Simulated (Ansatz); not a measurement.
# GaN (F-43m) in Ansatz: settings compared

One crystal, GaN, is run at these levels: PBEsol, PBE; tasks: relaxation of cell and atoms, single point.

Program: Ansatz 0.2.0. These are calculated values, not measurements. Logs are shortened: lines on timing, memory, paths and dates and some standing lists are left out, and cuts for length are marked.

**The experiment to reproduce.**

A printed reference work, textbook reports, for a bulk crystal of GaN at 0 K: band gap 3.299 eV (direct).

How close the calculation comes is told below.

## Step 1: The structure

Symmetry: F-43m, No. 216, cubic system. The conventional cell has a = 4.507 Å, b = 4.507 Å, c = 4.507 Å, α = 90.00°, β = 90.00°, γ = 90.00°. Ga (site symmetry -43m) has 4 N at 1.95 Å as nearest neighbours. N (site symmetry -43m) has 4 Ga at 1.95 Å as nearest neighbours.

The cell is a database's computed one.

## Step 2: Relaxation of cell and atoms, PBEsol

Input file input.yaml:

```yaml
crystal:
  lattice:
    - [0.0, 2.2535006075, 2.2535006075]
    - [2.2535006075, 0.0, 2.2535006075]
    - [2.2535006075, 2.2535006075, 0.0]
  atoms:
    - { symbol: Ga, position: [0.0, 0.0, 0.0] }
    - { symbol: "N", position: [0.25, 0.25, 0.25] }
hamiltonian:
  xc: pbesol
  pseudopotentials: { kind: paw }
kpoints:
  mp_grid: { grid: [10, 10, 10] }
scf:
  occupations: { method: fermi_dirac, width: 0.05 }
output:
  forces: true
  stress: true
relax:
  f_tol: 0.01
  max_steps: 40
  cell: { stress_tol: 0.05 }
```

Potentials or basis: Ansatz PAW.

Started as:

```
> ansatz run input.yaml --threads 2 --pin off --max-ram 5120MiB --backend cpu --events-out ev --progress --plain --runs-dir out
```

Log:

```text
Warning: RAYON_NUM_THREADS=2 ignored (pool sized by the plan → 2); use --threads N
Engine: ansatz 0.2.0, aarch64-unknown-linux-gnu
Pseudopotentials: kind: paw
Pseudopotential: Ga, paw, valence charge 13, recommended cutoff 420 eV (normal), Ga.paw.azcp
Pseudopotential: N, paw, valence charge 5, recommended cutoff 420 eV (normal), N.paw.azcp
Functional definition: PBEsol
  exchange = pbesol_x
  correlation = pbesol_c
Crystal: 2 atoms, lattice volume = 22.888 Å³
Basis set: ecut = 420 eV, 459 PW (Γ), exchange–correlation on 48×48×48 points (8 copies of the dense FFT grid, shifted against one another)
Bands: 13, of which v1, the nominal top of the filled ones, is band 9 counted from 1 (8 counted from 0)
Symmetry: 24 space group operations
Space group: F-43m (ITA 216), of the structure as read, at distance tolerance 2.8e-5 Å
k-points: 47 of 1000 (time reversal used)
Non-local potential: Ga, projectors of the file, l = 0: 2, l = 1: 2, l = 2: 3, l = 3: 1
Non-local potential: N, projectors of the file, l = 0: 2, l = 1: 2, l = 2: 1
PAW form: soft (Blöchl's): semilocal exchange-correlation on the pseudo side does not see the compensation charge
PAW frozen core: Ga, regenerated for the run's functional, and the local potential with it (the file was generated under x = pbe(κ = 0.804, μ = 0.2195149727645171), c = pbe(β = 0.06672455060314922))
PAW frozen core: N, regenerated for the run's functional, and the local potential with it (the file was generated under x = pbe(κ = 0.804, μ = 0.2195149727645171), c = pbe(β = 0.06672455060314922))
PAW one-centre angular grid: Ga, 590 points (default); XC on 64 Gauss nodes
PAW one-centre angular grid: N, 110 points (default); XC on 64 Gauss nodes
Initial density: superposition of atomic densities (neutral atoms: chi_scale 0, normalization atom), corrected by the library's trained network
Initial wavefunctions: pseudopotential atomic-orbital guess
Functional: x = pbesol(κ = 0.804, μ = 0.12345679012345678), c = pbesol(β = 0.046)
SCF iter   1: F=—  HF=-4122.844166 eV  |F-HF|=—  |Δ(HF+E_count)|=         —  Δρ=1.23e-2  dr2=3.37e-2  ethr=1.77e-3  ⟨swp⟩=5.0  Hψ=3170  notcnv=0
preconditioner: auto → none  [insulator: Δε(μ)=1.570 eV  Ē_g=18.624 eV  σ=0.050 eV  W_gap=1.00  n_scr=8 (ndim 8)  ℏωp=32.9 eV  f_vac=0.001  D(μ)=0.00/eV (n_scr^D=0)  ε∞_Penn≈4.1]
SCF iter   2: F=—  HF=-4122.835732 eV  |F-HF|=—  |Δ(HF+E_count)|=   8.43e-3  Δρ=4.09e-3  dr2=4.34e-3  ethr=1.87e-4  ⟨swp⟩=2.0  Hψ=1166  notcnv=0
SCF iter   3: F=—  HF=-4122.834649 eV  |F-HF|=—  |Δ(HF+E_count)|=   1.08e-3  Δρ=1.03e-3  dr2=1.01e-4  ethr=2.41e-5  ⟨swp⟩=2.5  Hψ=1033  notcnv=0
SCF iter   4: F=—  HF=-4122.834563 eV  |F-HF|=—  |Δ(HF+E_count)|=   8.58e-5  Δρ=3.23e-4  dr2=7.99e-6  ethr=5.59e-7  ⟨swp⟩=2.1  Hψ=970  notcnv=0
SCF iter   5: F=—  HF=-4122.834565 eV  |F-HF|=—  |Δ(HF+E_count)|=   2.17e-6  Δρ=2.71e-5  dr2=1.17e-7  ethr=4.44e-8  ⟨swp⟩=2.1  Hψ=970  notcnv=0
SCF iter   6: F=-4122.834565 eV  HF=-4122.834565 eV  |F-HF|=5.35e-10  |Δ(HF+E_count)|=   1.87e-8  Δρ=3.85e-6  dr2=1.32e-9  ethr=5.56e-10  ⟨swp⟩=4.0  Hψ=1804  notcnv=0
SCF 1 converged in 6 iterations: F = -4122.834565 eV  dr2 = 1.32e-9
relax step   1: F+E_penalty+E_count = -4122.83456517 eV  Δ(F+E_penalty+E_count) = +0.000e0 eV  max|allowed force component| = 2.498e-16 eV/Å  Δτ_max = 0.0000 Å  P = -1.109 GPa  Ω = 22.888 Å³  (6 SCF iters, dr2 threshold 1.00e-7 eV, accepted)
Crystal: 2 atoms, lattice volume = 22.808 Å³
Initial density: handed on by an earlier stage of this run
Initial wavefunctions: those handed on with the density
iter 1 solved again at ethr=6.28e-7 eV; its pass at ethr=3.10e-3 eV (dr2=1.13e-4 eV) is discarded
SCF iter   1: F=—  HF=-4122.835245 eV  |F-HF|=—  |Δ(HF+E_count)|=         —  Δρ=6.63e-4  dr2=1.13e-4  ethr=6.28e-7  ⟨swp⟩=1.6  Hψ=3442  notcnv=0
preconditioner: auto → none  [insulator: Δε(μ)=1.692 eV  Ē_g=18.684 eV  σ=0.050 eV  W_gap=1.00  n_scr=8 (ndim 8)  ℏωp=33.0 eV  f_vac=0.000  D(μ)=0.00/eV (n_scr^D=0)  ε∞_Penn≈4.1]
SCF iter   2: F=—  HF=-4122.835219 eV  |F-HF|=—  |Δ(HF+E_count)|=   2.53e-5  Δρ=2.26e-4  dr2=1.50e-5  ethr=6.27e-7  ⟨swp⟩=1.8  Hψ=768  notcnv=0
SCF iter   3: F=—  HF=-4122.835216 eV  |F-HF|=—  |Δ(HF+E_count)|=   3.12e-6  Δρ=4.85e-5  dr2=2.82e-7  ethr=8.32e-8  ⟨swp⟩=2.4  Hψ=873  notcnv=0
iter 4 did not close the SCF: its close was put off for the readings that it lacked (scf_convergence_deferred on its scf_iter line)
SCF iter   4: F=-4122.835216 eV  HF=-4122.835216 eV  |F-HF|=5.00e-9  |Δ(HF+E_count)|=   2.19e-7  Δρ=1.78e-5  dr2=3.52e-8  ethr=1.57e-9  ⟨swp⟩=2.1  Hψ=1003  notcnv=0
iter 5 did not close the SCF: its close was put off for the readings that it lacked (scf_convergence_deferred on its scf_iter line)
SCF iter   5: F=-4122.835216 eV  HF=-4122.835216 eV  |F-HF|=5.82e-11  |Δ(HF+E_count)|=   1.17e-8  Δρ=2.09e-6  dr2=5.21e-10  ethr=1.96e-10  ⟨swp⟩=2.1  Hψ=973  notcnv=0
SCF iter   6: F=-4122.835216 eV  HF=-4122.835216 eV  |F-HF|=2.73e-12  |Δ(HF+E_count)|=  2.48e-10  Δρ=1.49e-7  dr2=2.40e-12  ethr=2.90e-12  ⟨swp⟩=1.3  Hψ=1827  notcnv=0
SCF 2 converged in 6 iterations: F = -4122.835216 eV  dr2 = 2.40e-12
relax step   2: F+E_penalty+E_count = -4122.83521615 eV  Δ(F+E_penalty+E_count) = -6.510e-4 eV  max|allowed force component| = 7.286e-17 eV/Å  Δτ_max = 0.0000 Å  P = -0.445 GPa  Ω = 22.808 Å³  energy of the carried Pulay correction = +2.625e-4 eV  (6 SCF iters, dr2 threshold 2.00e-7 eV, accepted)
Crystal: 2 atoms, lattice volume = 22.754 Å³
iter 1 solved again at ethr=2.82e-7 eV; its pass at ethr=3.10e-3 eV (dr2=5.08e-5 eV) is discarded
SCF iter   1: F=—  HF=-4122.835477 eV  |F-HF|=—  |Δ(HF+E_count)|=         —  Δρ=4.45e-4  dr2=5.06e-5  ethr=2.82e-7  ⟨swp⟩=1.6  Hψ=3423  notcnv=0
preconditioner: auto → none  [insulator: Δε(μ)=1.705 eV  Ē_g=18.701 eV  σ=0.050 eV  W_gap=1.00  n_scr=8 (ndim 8)  ℏωp=33.0 eV  f_vac=0.000  D(μ)=0.00/eV (n_scr^D=0)  ε∞_Penn≈4.1]
SCF iter   2: F=—  HF=-4122.835466 eV  |F-HF|=—  |Δ(HF+E_count)|=   1.07e-5  Δρ=1.52e-4  dr2=6.71e-6  ethr=2.81e-7  ⟨swp⟩=1.8  Hψ=769  notcnv=0
SCF iter   3: F=—  HF=-4122.835465 eV  |F-HF|=—  |Δ(HF+E_count)|=   1.39e-6  Δρ=3.26e-5  dr2=1.27e-7  ethr=3.73e-8  ⟨swp⟩=2.4  Hψ=860  notcnv=0
iter 4 did not close the SCF: its close was put off for the readings that it lacked (scf_convergence_deferred on its scf_iter line)
SCF iter   4: F=-4122.835465 eV  HF=-4122.835465 eV  |F-HF|=2.36e-9  |Δ(HF+E_count)|=   9.70e-8  Δρ=1.20e-5  dr2=1.59e-8  ethr=7.06e-10  ⟨swp⟩=2.1  Hψ=1005  notcnv=0
iter 5 did not close the SCF: its close was put off for the readings that it lacked (scf_convergence_deferred on its scf_iter line)
SCF iter   5: F=-4122.835465 eV  HF=-4122.835465 eV  |F-HF|=3.18e-11  |Δ(HF+E_count)|=   5.20e-9  Δρ=1.42e-6  dr2=2.43e-10  ethr=8.82e-11  ⟨swp⟩=2.1  Hψ=984  notcnv=0
SCF iter   6: F=-4122.835465 eV  HF=-4122.835465 eV  |F-HF|=3.64e-12  |Δ(HF+E_count)|=  1.11e-10  Δρ=1.02e-7  dr2=1.10e-12  ethr=1.35e-12  ⟨swp⟩=1.0  Hψ=1810  notcnv=0
SCF 3 converged in 6 iterations: F = -4122.835465 eV  dr2 = 1.10e-12
relax step   3: F+E_penalty+E_count = -4122.83546496 eV  Δ(F+E_penalty+E_count) = -2.488e-4 eV  max|allowed force component| = 3.816e-17 eV/Å  Δτ_max = 0.0000 Å  P = +0.004 GPa  Ω = 22.754 Å³  energy of the carried Pulay correction = +4.378e-4 eV  (6 SCF iters, dr2 threshold 2.00e-7 eV, accepted)
Initial wavefunctions: pseudopotential atomic-orbital guess (no wavefunctions were taken with the density)
iter 1 solved again at ethr=1.72e-8 eV; its pass at ethr=3.10e-3 eV (dr2=3.09e-6 eV) is discarded
SCF iter   1: F=—  HF=-4122.835027 eV  |F-HF|=—  |Δ(HF+E_count)|=         —  Δρ=3.61e-5  dr2=4.79e-8  ethr=1.72e-8  ⟨swp⟩=3.1  Hψ=4942  notcnv=0
preconditioner: auto → none  [insulator: Δε(μ)=1.702 eV  Ē_g=18.701 eV  σ=0.050 eV  W_gap=1.00  n_scr=8 (ndim 8)  ℏωp=33.0 eV  f_vac=0.000  D(μ)=0.00/eV (n_scr^D=0)  ε∞_Penn≈4.1]
SCF iter   2: F=—  HF=-4122.835025 eV  |F-HF|=—  |Δ(HF+E_count)|=   2.40e-6  Δρ=1.81e-5  dr2=1.21e-8  ethr=2.66e-10  ⟨swp⟩=2.1  Hψ=962  notcnv=0
SCF iter   3: F=—  HF=-4122.835025 eV  |F-HF|=—  |Δ(HF+E_count)|=   2.19e-8  Δρ=3.37e-6  dr2=7.87e-10  ethr=6.73e-11  ⟨swp⟩=2.0  Hψ=1034  notcnv=0
SCF iter   4: F=—  HF=-4122.835025 eV  |F-HF|=—  |Δ(HF+E_count)|=  5.25e-10  Δρ=9.29e-7  dr2=5.82e-11  ethr=4.37e-12  ⟨swp⟩=2.0  Hψ=1034  notcnv=0
iter 5 did not close the SCF: its close was put off for the readings that it lacked (scf_convergence_deferred on its scf_iter line)
SCF iter   5: F=-4122.835025 eV  HF=-4122.835025 eV  |F-HF|=9.09e-13  |Δ(HF+E_count)|=  4.09e-11  Δρ=8.66e-8  dr2=4.37e-13  ethr=1.00e-12  ⟨swp⟩=1.9  Hψ=878  notcnv=0
SCF iter   6: F=-4122.835025 eV  HF=-4122.835025 eV  |F-HF|=0.00e0  |Δ(HF+E_count)|=    0.00e0  Δρ=6.67e-9  dr2=2.12e-15  ethr=1.00e-12  ⟨swp⟩=3.0  Hψ=2239  notcnv=0
SCF 4 converged in 6 iterations: F = -4122.835025 eV  dr2 = 2.12e-15
relax step   4: F+E_penalty+E_count = -4122.83502510 eV  Δ(F+E_penalty+E_count) = +4.399e-4 eV  max|allowed force component| = 3.469e-17 eV/Å  Δτ_max = 0.0000 Å  P = -0.020 GPa  Ω = 22.754 Å³  stress off target by 1.99e-2 GPa  SCF on the basis re-selected at this cell (its energy is not comparable with the rows above)  (6 SCF iters)
basis re-selected at this cell: Δ(F+E_penalty+E_count) = +4.399e-4 eV, ΔP = -0.024 GPa vs the last step (what re-selecting the basis moved, of the pressure what is left beyond the Pulay correction that the steps carried, after the strain that the cell walked since its last selection, with what the two solves' SCF thresholds leave and, on support functions, any second-order correction that the steps lacked; it is no measure of the basis error at this ecutwfc). This SCF's stress stands 1.99e-2 GPa from its target on what of the cell is left free (relax.cell.stress_tol is 5.00e-2 GPa) and its largest allowed force component is 3.47e-17 eV/Å (relax.f_tol is 1.00e-2 eV/Å): within both
SCF converged after 6 iterations
Free energy (F): -4122.835025 eV
Harris-Foulkes:  -4122.835025 eV  (|F-HF|=0.00e0)
Internal energy: -4122.835025 eV  (E = F + TS)
E sigma→0 (E₀):  -4122.835025 eV
Fermi energy:    10.493566 eV
--- Per-component energies (eV) ---
  E_band       = -6.796662
  E_kinetic    = 246.672873
  E_local      = -1945.354591  (includes V_loc(G=0)·N_el)
  E_nonlocal   = 475.427673
  E_hartree    = 893.640423
  E_xc         = -127.706835
  E_vxc        = -133.880404  (∫ρ·V_xc dr)
  E_paw        = -2075.875475  (= ΣΔE_a)
  E_vpaw       = -436.943180  (= ΣTr[D̂ρ^β])
  E_aug_tail   = 0.000120  (compensation charges beyond the density's cutoff)
  E_ewald      = -1590.530288
  E_core_change = 0.891077  (= ΣΔE_core)
  E_smearing   = -0.000000  (= −TS)
  E_closure    = -0.000000  (closes the sum)
  Σ components = -4122.835025   (vs F -4122.835025, Δ=0.00e0)
--- Forces (eV/Å), atoms counted from 1 ---
  atom   1  Ga     0.00000000    -0.00000000    -0.00000000
  atom   2  N     -0.00000000    -0.00000000     0.00000000
  max |Σ_I F_I| component: 2.20e-17 eV/Å
--- Stress (GPa, compression-positive) ---
       -0.019852      -0.000000       0.000000
       -0.000000      -0.019852       0.000000
       -0.000000       0.000000      -0.019852
  P = ⅓ Tr σ = -0.0199 GPa (-0.199 kbar)
--- Relaxed structure (3 steps of the walk, 3 accepted, 1 SCFs on fresh bases) ---
  F+E_penalty+E_count = -4122.83502510 eV   max|allowed force component| = 3.469e-17 eV/Å   (the final SCF, on the basis selected at the relaxed cell)
  cell:  # Å, volume = 22.7544 Å³
    - [-2.866146768503769e-34, 2.2491150650184975, 2.2491150650184975]
    - [2.2491150650184975, 1.710134238540582e-33, 2.2491150650184975]
    - [2.2491150650184975, 2.2491150650184975, 1.9521644101031227e-33]
  atoms:
    - { symbol: Ga, position: [-4.17526856563841e-34, 4.549173213307521e-34, 3.5698991360788966e-34] }
    - { symbol: N, position: [0.25, 0.25, 0.25] }
```

Run time: 2.6 s. Hardware: 2 threads of Arm Neoverse V2, shared host; peak memory 0.29 GiB.

What came out:

- Free energy: -4122.8350 eV
- Relaxed volume: 11.38 Å³/atom
- Relaxed cell: a = 3.181 Å, b = 3.181 Å, c = 3.181 Å, α = 60.00°, β = 60.00°, γ = 60.00°
- Space group after relaxing (to 0.05 Å): F-43m (No. 216)
- Energy gained by relaxing: 0.2 meV/atom
- Ionic steps: 4
- Pressure after relaxing: 0.0 GPa
- Band gap on the k mesh: 1.70 eV

Step by step:
```tsv
step	energy change (eV)	largest force (eV/Å)	volume (Å³)
1	0.0000	0.0000	22.89
2	-0.0007	0.0000	22.81
3	-0.0009	0.0000	22.75
4	-0.0005	0.0000	22.75
```

Final structure:
```xyz
2
Lattice="0.0000 2.2491 2.2491 2.2491 0.0000 2.2491 2.2491 2.2491 0.0000" Properties=species:S:1:pos:R:3 pbc="T T T"
Ga    0.0000    0.0000    0.0000
N     1.1246    1.1246    1.1246
```

Caveat: the plane-wave basis is chosen anew once the cell has moved, so the energies of steps on either side of that aren't comparable; the pressure holds a Pulay correction of +0.5 GPa for the finite cutoff; the PAW data sets come from PBE, with cores solved anew for the run's functional, which leaves a small shift of forces and pressure.

## Step 3: Single point, PBE

input.yaml: that of step 2 with these lines changed.

```diff
@@ -9,3 +9,3 @@
 hamiltonian:
-  xc: pbesol
+  xc: pbe
   pseudopotentials: { kind: paw }
@@ -15,2 +15,4 @@
   occupations: { method: fermi_dirac, width: 0.05 }
+basis:
+  ecutwfc: "300 eV"
 output:
@@ -18,5 +20,6 @@
   stress: true
-relax:
-  f_tol: 0.01
-  max_steps: 40
-  cell: { stress_tol: 0.05 }
+  eigenvalues: true
+  write_density: true
+  write_potential: true
+  elf: true
+  volumetric_format: npy
```

Potentials or basis: Ansatz PAW.

Started as:

```
> ansatz run input.yaml --threads 2 --pin off --max-ram 5120MiB --backend cpu --events-out ev --progress --plain --runs-dir out
```

It took 0.66 s on 2 threads of Arm Neoverse V2, shared host; peak memory 0.27 GiB.

It converged, with:

| Item | Value |
| --- | --- |
| Free energy | -4167.5393 eV |
| Pressure | 5.1 GPa |
| Band gap on the k mesh | 1.71 eV, direct |

Levels at points of the mesh, in eV from the valence-band top:
| k point | band 6 | band 7 | band 8 | band 9 | band 10 | band 11 | band 12 | band 13 |
| --- | --- | --- | --- | --- | --- | --- | --- | --- |
| (0.00, 0.00, 0.00) | -13.30 | 0.00 | 0.00 | 0.00 | 1.71 | 10.35 | 10.35 | 10.35 |
| (0.00, 0.00, -0.50) | -11.99 | -6.99 | -0.95 | -0.95 | 4.65 | 8.81 | 10.41 | 10.41 |
| (0.00, -0.50, -0.50) | -11.54 | -6.09 | -2.65 | -2.65 | 3.39 | 6.72 | 11.80 | 14.06 |

Caveat: the pressure holds a Pulay correction of +18.1 GPa for the finite cutoff; the cutoff lies under the one recommended for these potentials.

## Step 4: Single point, PBE

input.yaml: that of step 3 with these lines changed.

```diff
@@ -12,7 +12,5 @@
 kpoints:
-  mp_grid: { grid: [10, 10, 10] }
+  mp_grid: { grid: [14, 14, 14] }
 scf:
   occupations: { method: fermi_dirac, width: 0.05 }
-basis:
-  ecutwfc: "300 eV"
 output:
@@ -21,5 +19 @@
   eigenvalues: true
-  write_density: true
-  write_potential: true
-  elf: true
-  volumetric_format: npy
```

Started as:

```
> ansatz run input.yaml --threads 2 --pin off --max-ram 5120MiB --backend cpu --events-out ev --progress --plain --runs-dir out
```

Run time: 1.3 s. Hardware: 2 threads of Arm Neoverse V2, shared host; peak memory 0.31 GiB.

Results (log left out):

```yaml
Free_energy: -4167.8983 eV
Pressure: 5.0 GPa
Band_gap_on_the_k_mesh: 1.72 eV, direct
```

Levels at points of the mesh, in eV from the valence-band top:
```tsv
k point	band 7	band 8	band 9	band 10	band 11	band 12
(0.00, 0.00, 0.00)	0.00	0.00	0.00	1.72	10.31	10.31
(0.00, 0.00, -0.50)	-7.03	-0.97	-0.97	4.64	8.72	10.36
(0.00, -0.50, -0.50)	-6.12	-2.70	-2.70	3.35	6.67	11.70
```

Caveat: the pressure holds a Pulay correction of +0.5 GPa for the finite cutoff.

## Step 5: The runs side by side

```csv
task,level,cell,k mesh,cutoff (eV),gap on the mesh (eV),pressure (GPa)
relaxation of cell and atoms,PBEsol,relaxed,10 × 10 × 10,420,1.70,0.0
single point,PBE,as given,10 × 10 × 10,300,1.71,5.1
single point,PBE,as given,14 × 14 × 14,420,1.72,5.0
```

Alike in all rows: potentials or basis Ansatz PAW; no spin polarisation; smearing fermi-dirac 0.05 eV.

Caveats: the plane-wave basis is chosen anew once the cell has moved, so the energies of steps on either side of that aren't comparable (some runs); the PAW data sets come from PBE, with cores solved anew for the run's functional, which leaves a small shift of forces and pressure (some runs); the pressure holds a Pulay correction of +18.1 GPa for the finite cutoff (some runs); the cutoff lies under the one recommended for these potentials (some runs).

Total energies depend on the potentials used, so only differences within one code and one set of settings carry meaning.

## Step 6: How close it comes

Step 3. Against the measured gap of GaN, 3.299 eV (direct; 0 K; a printed reference work, textbook), the calculated 1.71 eV is off by -1.59 eV. Spin-orbit coupling on Ga is left out. The value is that of PBE, without temperature or zero-point motion. Semilocal functionals fall short of measured gaps as a rule. The cell is a database's relaxed one, not the measured one, which moves gaps too.

Step 4. A measured gap of GaN is 3.299 eV (direct; 0 K; a printed reference work, textbook); the calculated 1.72 eV misses it by -1.58 eV. Spin-orbit coupling on Ga is left out. The value is that of PBE, without temperature or zero-point motion. Semilocal functionals fall short of measured gaps as a rule. The cell is a database's relaxed one, not the measured one, which moves gaps too.
